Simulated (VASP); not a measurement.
# InPd (Pm-3m) in VASP: settings compared

One crystal, InPd, is run at these levels: PBE, PBEsol; tasks: single point, equation of state.

Everything below comes from runs of VASP 6.6.1. Logs are shortened: lines on timing, memory, paths and dates and some standing lists are left out, and cuts for length are marked.

## (1) The crystal as given

It takes space group Pm-3m (No. 221, cubic). Conventional cell: a = 3.272 Å, b = 3.272 Å, c = 3.272 Å, α = 90.00°, β = 90.00°, γ = 90.00°. Around In (site symmetry m-3m) lie 8 Pd at 2.83 Å. Pd (site symmetry m-3m) has 8 In at 2.83 Å as nearest neighbours.

The cell comes from a database or a generator and needn't be the stable form of this composition.

## (2) Single point, PBE

INCAR

```
PREC = Accurate
ENCUT = 520
EDIFF = 1E-7
ISMEAR = -1
SIGMA = 0.05
LREAL = F
LASPH = T
NELM = 80
ALGO = Normal
ISIF = 2
LWAVE = F
LCHARG = F
GGA = PE
NBANDS = 18
```

KPOINTS

```
Automatic mesh
0
Gamma
  8 8 8
```

POSCAR

```
InPd
1.0
    3.2718847800      0.0000000000      0.0000000000
    0.0000000000      3.2718847800      0.0000000000
    0.0000000000      0.0000000000      3.2718847800
In Pd
1 1
Direct
    0.0000000000      0.0000000000      0.0000000000
    0.5000000000      0.5000000000      0.5000000000
```

Potentials or basis: VASP PAW PBE potentials, release 64 (In_d, Pd).

Command:

```bash
$ cat potpaw_PBE.64/In_d/POTCAR potpaw_PBE.64/Pd/POTCAR > POTCAR
$ mpirun -np 1 vasp_std > vasp.out
```

OUTCAR:

```text
PREC = Accurate
   ENCUT = 520
   EDIFF = 1E-7
   ISMEAR = -1
   LREAL = F
   LASPH = T
   NELM = 80
   ISIF = 2
   GGA = PE

 ion  position               nearest neighbor table
   1  0.000  0.000  0.000-   2 2.83   2 2.83   2 2.83   2 2.83   2 2.83   2 2.83   2 2.83   2 2.83

   2  0.500  0.500  0.500-   1 2.83   1 2.83   1 2.83   1 2.83   1 2.83   1 2.83   1 2.83   1 2.83

  LATTYP: Found a simple cubic cell.
 ALAT       =     3.2718847800

  Lattice vectors:

 A1 = (   3.2718847800,   0.0000000000,   0.0000000000)
 A2 = (   0.0000000000,   3.2718847800,   0.0000000000)
 A3 = (   0.0000000000,   0.0000000000,   3.2718847800)

Analysis of symmetry for initial positions (statically):
=====================================================================
 Subroutine PRICEL returns:
 Original cell was already a primitive cell.

 Routine SETGRP: Setting up the symmetry group for a
 simple cubic supercell.

 Subroutine GETGRP returns: Found 48 space group operations
 (whereof 48 operations were pure point group operations)
 out of a pool of 48 trial point group operations.

The static configuration has the point symmetry O_h .

Analysis of symmetry for dynamics (positions and initial velocities):
=====================================================================
 Subroutine PRICEL returns:
 Original cell was already a primitive cell.

 Routine SETGRP: Setting up the symmetry group for a
 simple cubic supercell.

 Subroutine GETGRP returns: Found 48 space group operations
 (whereof 48 operations were pure point group operations)
 out of a pool of 48 trial point group operations.

The dynamic configuration has the point symmetry O_h .

 Subroutine INISYM returns: Found 48 space group operations
 (whereof 48 operations are pure point group operations),
 and found     1 'primitive' translations

----------------------------------------------------------------------------------------

                                     Primitive cell

  volume of cell :      35.0263

  direct lattice vectors                    reciprocal lattice vectors
     3.271884780  0.000000000  0.000000000     0.305634234  0.000000000  0.000000000
     0.000000000  3.271884780  0.000000000     0.000000000  0.305634234  0.000000000
     0.000000000  0.000000000  3.271884780     0.000000000  0.000000000  0.305634234

  length of vectors
     3.271884780  3.271884780  3.271884780     0.305634234  0.305634234  0.305634234

  position of ions in fractional coordinates (direct lattice)
     0.000000000  0.000000000  0.000000000
     0.500000000  0.500000000  0.500000000

  ion indices of the primitive-cell ions
   primitive index   ion index
                 1           1
                 2           2

----------------------------------------------------------------------------------------

 KPOINTS: Automatic mesh

Automatic generation of k-mesh.
 Grid dimensions read from file:
 generate k-points for:    8    8    8

 Generating k-lattice:

  Cartesian coordinates                     Fractional coordinates (reciprocal lattice)
     0.038204279  0.000000000  0.000000000     0.125000000  0.000000000  0.000000000
     0.000000000  0.038204279  0.000000000     0.000000000  0.125000000  0.000000000
     0.000000000  0.000000000  0.038204279     0.000000000  0.000000000  0.125000000

  Length of vectors
     0.038204279  0.038204279  0.038204279

  Shift w.r.t. Gamma in fractional coordinates (k-lattice)
     0.000000000  0.000000000  0.000000000

 Subroutine IBZKPT returns following result:
 ===========================================

 Found     35 irreducible k-points:

 Following reciprocal coordinates:
            Coordinates               Weight
  0.000000  0.000000  0.000000      1.000000
  0.125000  0.000000  0.000000      6.000000
  0.250000  0.000000  0.000000      6.000000
  0.375000  0.000000  0.000000      6.000000
  0.500000  0.000000  0.000000      3.000000
  0.125000  0.125000  0.000000     12.000000
[... 27 lines left out ...]
  0.500000  0.500000  0.375000      6.000000
  0.500000  0.500000  0.500000      1.000000
   k-points           NKPTS =     35   k-points in BZ     NKDIM =     35   number of bands    NBANDS=     18
   number of dos      NEDOS =    301   number of ions     NIONS =      2
   total plane-waves  NPLWV =  13824
   dimension x,y,z NGX =    24 NGY =   24 NGZ =   24
   dimension x,y,z NGXF=    48 NGYF=   48 NGZF=   48
   ions per type =               1   1
   NGX,Y,Z   is equivalent  to a cutoff of  12.19, 12.19, 12.19 a.u.
   NGXF,Y,Z  is equivalent  to a cutoff of  24.39, 24.39, 24.39 a.u.
 SYSTEM =  unknown system
   PREC   = accura    normal or accurate (medium, high low for compatibility)
   ISTART =      0    job   : 0-new  1-cont  2-samecut
   ICHARG =      2    charge: 1-file 2-atom 10-const
   ISPIN  =      1    spin polarized calculation?
   LNONCOLLINEAR =      F non collinear calculations
   LSORBIT =      F    spin-orbit coupling
   LASPH  =      T    aspherical Exc in radial PAW
   ENCUT  =  520.0 eV  38.22 Ry    6.18 a.u.   6.08  6.08  6.08*2*pi/ulx,y,z
   NELM   =     80;   NELMIN=  2; NELMDL= -5     # of ELM steps
   EDIFF  = 0.1E-06   stopping-criterion for ELM
   LREAL  =      F    real-space projection
   EDIFFG = 0.1E-05   stopping-criterion for IOM
   NSW    =      0    number of steps for IOM
   IBRION =     -1    ionic relax: 0-MD 1-quasi-New 2-CG
   NFREE  =      0    steps in history (QN), initial steepest desc. (CG)
   ISIF   =      2    stress and relaxation
   ISYM   =      2    0-nonsym 1-usesym 2-fastsym
   POTIM  = 0.5000    time-step for ionic-motion
   TEBEG  =    0.0;   TEEND  =   0.0 temperature during run
   PSTRESS=    0.0 pullay stress
   NELECT =      23.0000    total number of electrons
   NUPDOWN=      -1.0000    fix difference up-down
   EMIN   =  10.00;   EMAX   =-10.00  energy-range for DOS
   EFERMI =   0.00;   METHOD = LEGACY
   ISMEAR =    -1;   SIGMA  =   0.05  broadening in eV -4-tet -1-fermi 0-gaus
   EFERMI_NEDOS =   21; number of points for ismear=-14 and -15
   IALGO  =     38    algorithm
   IMIX   =      4    mixing-type and parameters
     AMIX     =   0.40;   BMIX     =  1.00
     AMIX_MAG =   1.60;   BMIX_MAG =  1.00
  volume/ion in A,a.u.               =      17.51       118.18
  Fermi-wavevector in a.u.,A,eV,Ry     =   1.422938  2.688964 27.548447  2.024754
  Thomas-Fermi vector in A             =   2.543589
   LORBIT       =      0    0 simple, 1 ext, 2 COOP (PROOUT), +10 PAW based schemes
   GGA     = PE    functional components
[... 5 lines left out ...]
 non-spin polarized calculation
  energy-cutoff  :      520.00
  volume of cell :       35.03
 maximum number of plane-waves:       968
   NGX = 13   NGY = 13   NGZ = 13

 number of electron      22.9999997 magnetization

 Free energy of the ion-electron system (eV)
  ---------------------------------------------------
  ext. energy  EPLUGINS =         0.00000000
  ---------------------------------------------------
  free energy    TOTEN  =        -8.73815443 eV

  energy without entropy =       -8.72799417  energy(sigma->0) =       -8.73307430

 E-fermi :  10.4077     XC(G=0): -12.2315

 val. band max:       10.3873494246   @ k =   0.3750   0.3750   0.1250
 cond. band min:      10.4152231683   @ k =   0.5000   0.5000   0.5000
 fundamental gap:      0.0278737437
 Fermi energy:        10.4076950805

 k-point     1 :       0.0000    0.0000    0.0000
  band No.  band energies     occupation
      1      -4.4801      2.00000
      2      -4.4801      2.00000
      3      -4.0720      2.00000
      4      -4.0720      2.00000
      5      -4.0720      2.00000
      6       0.4293      2.00000
[... 10 lines left out ...]
     17      21.0696      0.00000
     18      26.5067      0.00000

 k-point     2 :       0.1250    0.0000    0.0000
  band No.  band energies     occupation
      1      -4.4716      2.00000
      2      -4.4285      2.00000
      3      -4.0877      2.00000
      4      -4.0877      2.00000
      5      -4.0673      2.00000
      6       0.6773      2.00000
[... 10 lines left out ...]
     17      22.5642      0.00000
     18      25.9788      0.00000

 k-point     3 :       0.2500    0.0000    0.0000
  band No.  band energies     occupation
      1      -4.4513      2.00000
      2      -4.3047      2.00000
      3      -4.1253      2.00000
      4      -4.1253      2.00000
      5      -4.0560      2.00000
      6       1.4157      2.00000
[... 10 lines left out ...]
     17      25.1285      0.00000
     18      25.4522      0.00000

 k-point     4 :       0.3750    0.0000    0.0000
  band No.  band energies     occupation
      1      -4.4308      2.00000
      2      -4.1818      2.00000
      3      -4.1625      2.00000
      4      -4.1625      2.00000
      5      -4.0447      2.00000
      6       2.6100      2.00000
[... 10 lines left out ...]
     17      23.1503      0.00000
     18      23.1503      0.00000

 k-point     5 :       0.5000    0.0000    0.0000
  band No.  band energies     occupation
      1      -4.4223      2.00000
      2      -4.1778      2.00000
      3      -4.1778      2.00000
      4      -4.1312      2.00000
      5      -4.0400      2.00000
      6       3.9165      2.00000
[... 10 lines left out ...]
     17      21.2157      0.00000
     18      21.4078      0.00000

 k-point     6 :       0.1250    0.1250    0.0000
  band No.  band energies     occupation
      1      -4.4432      2.00000
      2      -4.3974      2.00000
      3      -4.1071      2.00000
      4      -4.0921      2.00000
      5      -4.0768      2.00000
      6       0.9226      2.00000
[... 10 lines left out ...]
     17      22.6599      0.00000
     18      24.9356      0.00000

 k-point     7 :       0.2500    0.1250    0.0000
  band No.  band energies     occupation
      1      -4.4174      2.00000
      2      -4.2800      2.00000
      3      -4.1531      2.00000
      4      -4.1277      2.00000
      5      -4.0744      2.00000
      6       1.6482      2.00000
[... 10 lines left out ...]
     17      23.0682      0.00000
     18      25.1667      0.00000

 k-point     8 :       0.3750    0.1250    0.0000
  band No.  band energies     occupation
      1      -4.3978      2.00000
      2      -4.1981      2.00000
      3      -4.1667      2.00000
      4      -4.1570      2.00000
      5      -4.0684      2.00000
      6       2.8048      2.00000
[... 10 lines left out ...]
     17      22.9436      0.00000
     18      23.3014      0.00000
[... 460 lines left out ...]
     17      19.9142      0.00000
     18      21.5999      0.00000

 k-point    31 :       0.5000    0.5000    0.2500
  band No.  band energies     occupation
      1      -4.3851      2.00000
      2      -4.2781      2.00000
      3      -4.2781      2.00000
      4      -4.0781      2.00000
      5      -3.8641      2.00000
      6       4.8548      2.00000
[... 10 lines left out ...]
     17      18.9302      0.00000
     18      20.1215      0.00000

 k-point    32 :       0.3750    0.3750    0.3750
  band No.  band energies     occupation
      1      -4.3319      2.00000
      2      -4.3028      2.00000
      3      -4.3028      2.00000
      4      -3.9564      2.00000
      5      -3.9564      2.00000
      6       4.8709      2.00000
[... 10 lines left out ...]
     17      17.2249      0.00000
     18      20.6787      0.00000

 k-point    33 :       0.5000    0.3750    0.3750
  band No.  band energies     occupation
      1      -4.3466      2.00000
      2      -4.3217      2.00000
      3      -4.3046      2.00000
      4      -3.9548      2.00000
      5      -3.8949      2.00000
      6       5.1450      2.00000
[... 10 lines left out ...]
     17      17.9465      0.00000
     18      19.2685      0.00000

 k-point    34 :       0.5000    0.5000    0.3750
  band No.  band energies     occupation
      1      -4.3555      2.00000
      2      -4.3244      2.00000
      3      -4.3244      2.00000
      4      -3.9244      2.00000
      5      -3.8612      2.00000
      6       5.3574      2.00000
[... 10 lines left out ...]
     17      16.7521      0.00000
     18      17.5820      0.00000

 k-point    35 :       0.5000    0.5000    0.5000
  band No.  band energies     occupation
      1      -4.3434      2.00000
      2      -4.3434      2.00000
      3      -4.3434      2.00000
      4      -3.8600      2.00000
      5      -3.8600      2.00000
      6       5.6283      2.00000
[... 10 lines left out ...]
     17      14.8869      0.00000
     18      16.2012      0.00000

------------------------ aborting loop because EDIFF is reached ----------------------------------------

  FORCE on cell =-STRESS in cart. coord.  units (eV):
  Direction    XX          YY          ZZ          XY          YZ          ZX
  --------------------------------------------------------------------------------------
  -------------------------------------------------------------------------------------
  Total        0.8058051      0.8058051      0.8058051     -0.0000000      0.0000000      0.0000000
  in kB       36.8592571     36.8592571     36.8592571     -0.0000000      0.0000000      0.0000000
  external PRESSURE =      36.8592571 kB  Pullay stress =       0.0000000 kB

 VOLUME and BASIS-vectors are now :
 -----------------------------------------------------------------------------
  energy-cutoff  :      520.00
  volume of cell :       35.03
      direct lattice vectors                 reciprocal lattice vectors
     3.271884780  0.000000000  0.000000000     0.305634234  0.000000000  0.000000000
     0.000000000  3.271884780  0.000000000     0.000000000  0.305634234  0.000000000
     0.000000000  0.000000000  3.271884780     0.000000000  0.000000000  0.305634234

 POSITION                                       TOTAL-FORCE (eV/Angst)
 -----------------------------------------------------------------------------------
      0.00000      0.00000      0.00000         0.000000      0.000000      0.000000
      1.63594      1.63594      1.63594         0.000000      0.000000      0.000000
 -----------------------------------------------------------------------------------
    total drift:                                0.000000      0.000000     -0.000000

  FREE ENERGIE OF THE ION-ELECTRON SYSTEM (eV)
  ---------------------------------------------------
  free  energy   TOTEN  =        -8.7381544326 eV

  energy  without entropy=       -8.7279941749  energy(sigma->0) =       -8.73307430
```

Run time: 8.9 s. Hardware: 1 thread of AMD EPYC 9R45 (Zen 5), shared host; peak memory 0.11 GiB.

Results:

| Property | Result |
| --- | --- |
| Free energy | -8.7382 eV |
| Pressure | 3.7 GPa |
| Band gap on the k mesh | none (metal or under the smearing width) |

(Part 1 of 3 ends here.)
